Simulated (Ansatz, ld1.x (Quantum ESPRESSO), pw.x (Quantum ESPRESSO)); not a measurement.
# iridium (Ir): one change to the TM potential, in the atom and in the diamond crystal

| Quantity | Value |
| --- | --- |
| Element | Ir |
| Generator | ld1.x (Quantum ESPRESSO) 7.5 |
| Type | norm-conserving Troullier–Martins (Kleinman–Bylander form) |
| Functional | PBE |
| Relativity | scalar-relativistic |
| Frozen core | [Xe] 4f14 |
| Valence charge | 9 |
| Reference configuration | 5d7 6s2 6p0 |
| Partial waves | 6p (bound, empty): rc 2.35 bohr; 5d (bound): rc 2.00 bohr; 5f channel at 0.35 Ry: rc 1.85 bohr; 6s (bound): rc 2.20 bohr |
| Local potential | the s channel |
| Core correction | none |

Change: wave 6p (bound): rc 2.35 bohr becomes 6p (bound): rc 2.96 bohr.

Cutoffs, loose and tight: the cutoffs (Ry, on a coarse ladder) from which the occupation-weighted sum of valence levels, in a spherical-Bessel basis at the reference potential, stays within 10 and 1 mRy of its value at 400 Ry. They do not see the model core or the augmentation charge, which bear on the density cutoff. Test errors are all-electron minus pseudo excitation energies from the reference, over the configurations 5d7 6s1 6p0; 5d7 6s0 6p0; 5d6 6s0 6p0; 5d7 6s1.5 6p0; 5d8 6s0 6p0; 5d8 6s1 6p0; 5d7 6s1 6p1; variants that change the core or the reference have their own tests.

Crystal test: diamond Ir in pw.x 7.5, no spin, 8³ k-points, Fermi–Dirac smearing 0.01 Ry, cutoffs set for each file from its atomic test. The reference is all-electron LAPW (Ansatz 0.2.0) with the same functional, mesh and smearing; V0 and B0 come from Birch–Murnaghan fits to the pressures at five volumes. Errors are pseudo minus all-electron; Δ is the rms difference of the E(V) curves that follow from these fits, minima aligned, over ±6 % about the mean V0. Mesh and smearing are coarse, so the numbers serve the comparison and aren't converged zero-temperature values; the lattice is a test structure that the element need not adopt.

All-electron: a0 = 5.571 Å (V0 = 21.61 Å³/atom), B0 = 182.3 GPa.

Does the change bring the crystal closer to the all-electron result?

The mean pressure error goes from +1.56 to +0.85 GPa, so the change moves the solid closer to the all-electron pressures.

```csv
quantity,base,changed
outcome (atom),generated,generated
"cutoff, loose (atom)",40 Ry,40 Ry
"cutoff, tight (atom)",45 Ry,45 Ry
bound ghosts (atom),none,none
largest test error (meV) (atom),-78,-78
cutoffs in pw.x (Ry),55/220,55/220
a0 (Å),5.587,5.580
a0 error (%),+0.29,+0.17
B0 error (%),-3.0,-3.5
Δ (meV/atom),7.3,4.1
mean pressure error (GPa),+1.56,+0.85
```

Changed file: The largest radius (2.96 bohr) exceeds half the bond length (2.28 bohr), so the spheres overlap, which is one possible source of error among others. The atomic cutoffs weigh occupied waves only.
